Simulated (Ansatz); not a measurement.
Runs of Ansatz 0.2.0 on K. It takes space group Fm-3m (No. 225, cubic). The conventional cell has a = 6.784 Å, b = 6.784 Å, c = 6.784 Å, α = 90.00°, β = 90.00°, γ = 90.00°. This isn't the form of K at room conditions, which is bcc.

```tsv
level	cell	target pressure (GPa)	gap on the mesh (eV)	pressure (GPa)	relaxed volume (Å³/atom)
r2SCAN	relaxed to 5 GPa	5	none	5.0	-
r2SCAN+D4	relaxed	-	none	0.0	75.48
r2SCAN	relaxed	-	none	0.0	76.45
r2SCAN	relaxed to 30 GPa	30	none	30.0	-
r2SCAN+rVV10	relaxed	-	none	0.0	74.54
r2SCAN	relaxed to 10 GPa	10	none	10.0	-
r2SCAN	relaxed to 2 GPa	2	none	2.0	-
r2SCAN	relaxed	0	none	0.0	76.45
r2SCAN	relaxed to 20 GPa	20	none	20.0	-
r2SCAN+D3(BJ)-ATM	relaxed	-	none	0.0	(a)
r2SCAN+D3(BJ)	relaxed	-	none	0.0	73.97
```

Alike in all rows: task relaxation of cell and atoms; potentials or basis Ansatz PAW; no spin polarisation; k mesh 7 × 7 × 7; cutoff (eV) 500; smearing fermi-dirac 0.05 eV.

**Question.** Fill in the values left out.

**Answer.** (a) 74.23.

Caveats: the plane-wave basis is chosen anew once the cell has moved, so the energies of steps on either side of that aren't comparable; the PAW data sets come from PBE, with cores solved anew for the run's functional, which leaves a small shift of forces and pressure; the volume moved by over 15 % at a fixed basis, so the end points are rough (some runs); pairwise dispersion overbinds metals, which lowers pressure and volume (some runs); the dispersion damping was fitted for another functional or another form of the correction (some runs).

A gap of «none» marks a metal or a gap under the smearing width.
